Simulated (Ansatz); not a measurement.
CdSe under changes of volume

One of the cells (28.942 Å³/atom); the others are scaled copies at fixed shape and fractional positions:

```
CELL_PARAMETERS angstrom
0.00000 3.07027 3.07027
3.07027 0.00000 3.07027
3.07027 3.07027 0.00000
ATOMIC_POSITIONS crystal
Cd 0.00000 0.00000 0.00000
Se 0.25000 0.25000 0.25000
```

Measurements of this composition are mostly on another form, of space group No. 186.

- Program: Ansatz 0.2.0
- Functional: PBEsol
- Potentials or basis: Ansatz PAW
- Cutoff: 420 eV (not typed: the program's choice for these potentials)
- k mesh: 8 × 8 × 8
- Occupations: fermi-dirac, width 0.05 eV
- Spin: spin-orbit coupling, no magnetisation

```csv
volume (Å³/atom),energy over the lowest point (meV/atom),pressure (GPa),gap on the mesh (eV)
27.206,4.48,1.8,0.43
27.784,0.17,0.6,0.39
28.363,0.00,-0.5,0.35
28.942,?,?,?
29.521,10.29,-2.3,0.27
30.100,19.98,-3.0,0.23
30.679,32.25,-3.7,0.19
```

Problem. What does the run at 28.942 Å³/atom give?

Solution. Energy over the lowest point 3.51 meV/atom; pressure -1.4 GPa; gap on the mesh 0.31 eV.

Worked out: A Birch-Murnaghan fit of order 3 (a polynomial in V^(-2/3)) to the other rows has its minimum at 28.10 Å³/atom with B0 = V·E''(V) = 52 GPa and B' = 4.7. It gives 3.51 meV/atom at 28.942 Å³/atom, against the run's 3.51, and -dE/dV = -1.4 GPa, against -1.4. A straight line through the other rows of the gap, of slope -2 eV per unit of ln V (its deformation potential), gives 0.31 eV, against the run's 0.31.

Energies are extrapolated to zero smearing.

Caveats: the PAW data sets come from PBE, with cores solved anew for the run's functional, which leaves a small shift of forces and pressure.
